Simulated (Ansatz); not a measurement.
## Deforming TaN

```
Ta N
1.0
     3.04800    0.00000    0.00000
    -1.52400    2.63965    0.00000
     0.00000    0.00000    4.91800
Ta N
2 2
Cartesian
  0.0000 0.0000 0.0000
  0.0000 0.0000 2.4590
  0.0000 1.7598 1.2295
  1.5240 0.8799 3.6885
```

Atom numbers follow the list: Ta1, Ta2, N3, N4.

The geometry is COD entry 1523630, unchecked; take it as a test cell.

No spin–orbit coupling, which matters for the heavy atoms here.

Theory: DFT, PBE, all-electron LAPW, scalar-relativistic (Ansatz 0.2.0).

Settings: a Γ-centred 9×9×5 k mesh, Fermi–Dirac smearing of 0.01 eV, basis error target 0.5 meV/atom, no spin polarisation.

The unchanged cell is at 59.2 GPa.

In a metal, stresses and small energies carry noise from the k mesh.

x, y and z are the Cartesian axes of the cell as listed; fractional coordinates follow a strain, and an engineering shear is twice the off-diagonal strain component.

Problem. One change gave: energy change +2 meV/atom; stress change (xx, yy, zz, yz, xz, xy) -0.07, 0.05, 0.29, 2.49, 2.49, 1.34 GPa, compression positive; change of the force on N3 (-0.221, 0.000, -0.010) eV/Å. Which change was it?
A. equal xy, yz and zx engineering shear strains of +2 %
B. equal xy, yz and zx engineering shear strains of +1 %
C. equal xy, yz and zx engineering shear strains of -2 %
D. equal xy, yz and zx engineering shear strains of -3 %
E. equal xy, yz and zx engineering shear strains of -1 %
F. equal xy, yz and zx engineering shear strains of +3 %

Solution. E. For equal xy, yz and zx engineering shear strains of -3 %: energy change +22 meV/atom; stress change (xx, yy, zz, yz, xz, xy) 1.12, 0.82, 1.41, 8.23, 8.43, 5.18 GPa, compression positive; change of the force on N3 (-0.685, 0.012, -0.057) eV/Å. For equal xy, yz and zx engineering shear strains of +2 %: energy change +8 meV/atom; stress change (xx, yy, zz, yz, xz, xy) 0.32, 0.28, 0.67, -4.76, -4.68, -2.47 GPa, compression positive; change of the force on N3 (0.392, 0.012, -0.027) eV/Å. For equal xy, yz and zx engineering shear strains of -2 %: energy change +9 meV/atom; stress change (xx, yy, zz, yz, xz, xy) 0.23, 0.22, 0.92, 5.33, 5.36, 3.29 GPa, compression positive; change of the force on N3 (-0.445, 0.011, -0.025) eV/Å. For equal xy, yz and zx engineering shear strains of +1 %: energy change +2 meV/atom; stress change (xx, yy, zz, yz, xz, xy) -0.01, -0.01, 0.25, -2.38, -2.33, -1.19 GPa, compression positive; change of the force on N3 (0.206, -0.002, -0.012) eV/Å. For equal xy, yz and zx engineering shear strains of +3 %: energy change +19 meV/atom; stress change (xx, yy, zz, yz, xz, xy) 1.01, 1.08, 1.05, -6.82, -6.94, -3.65 GPa, compression positive; change of the force on N3 (0.555, 0.007, -0.055) eV/Å.
